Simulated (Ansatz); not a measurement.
## HfN: band structure with PBEsol

HfN:

```
Hf N
1.0
     3.13391    0.00000    0.00000
    -1.56695    2.71404    0.00000
     0.00000    0.00000    5.41677
Hf N
2 2
Direct
  0.33333 0.66667 0.25000
  0.66667 0.33333 0.75000
  0.00000 0.00000 0.50000
  0.00000 0.00000 0.00000
```

The cell comes from a database or a generator and needn't be the stable form of this composition.

| Item | Value |
| --- | --- |
| Program | Ansatz 0.2.0 |
| Task | band structure |
| Functional | PBEsol |
| Potentials or basis | Ansatz PAW |
| Cutoff | 420 eV (not typed: the program's choice for these potentials) |
| k mesh | 10 × 10 × 5 |
| Occupations | fermi-dirac, width 0.05 eV |
| Spin | spin-orbit coupling, no magnetisation |
| Path | [["G", "M", "K", "G", "A", "L", "H", "A"], ["L", "M"], ["K", "H"]] |
| Points for each segment of the path | 14 |

| Property | Result |
| --- | --- |
| Pressure | -2.9 GPa |
| Band gap on the k mesh | none (metal or under the smearing width) |

Stress tensor (GPa, compression positive):
```
-2.67  0.00  0.00
 0.00 -2.67  0.00
 0.00  0.00 -3.51
```

Levels at the corners of the path, in eV from the Fermi level:
```tsv
point	band 59	band 60	band 61	band 62	band 63	band 64	band 65	band 66
Γ	-1.74	-1.74	-0.72	-0.72	0.42	0.42	0.84	0.84
M	-2.89	-2.89	-2.44	-2.44	2.38	2.38	2.67	2.67
K	-3.32	-3.32	0.01	0.01	0.11	0.11	4.08	4.08
Γ	-1.74	-1.74	-0.72	-0.72	0.42	0.42	0.84	0.84
A	-4.41	-4.41	1.76	1.76	1.76	1.76	2.69	2.69
L	-4.51	-4.51	-0.33	-0.33	-0.33	-0.33	4.54	4.54
H	-4.20	-4.20	0.39	0.39	0.55	0.55	2.95	2.95
A	-4.41	-4.41	1.76	1.76	1.76	1.76	2.69	2.69
L	-4.51	-4.51	-0.33	-0.33	-0.33	-0.33	4.54	4.54
M	-2.89	-2.89	-2.44	-2.44	2.38	2.38	2.67	2.67
K	-3.32	-3.32	0.01	0.01	0.11	0.11	4.08	4.08
H	-4.20	-4.20	0.39	0.39	0.55	0.55	2.95	2.95
```

Run time: 26 s on 2 threads of Intel(R) Xeon(R) Platinum 8488C (Sapphire Rapids), with other jobs on the host, peak memory 0.77 GiB.

Caveat: the pressure holds a Pulay correction of +0.5 GPa for the finite cutoff; the PAW data sets come from PBE, with cores solved anew for the run's functional, which leaves a small shift of forces and pressure.
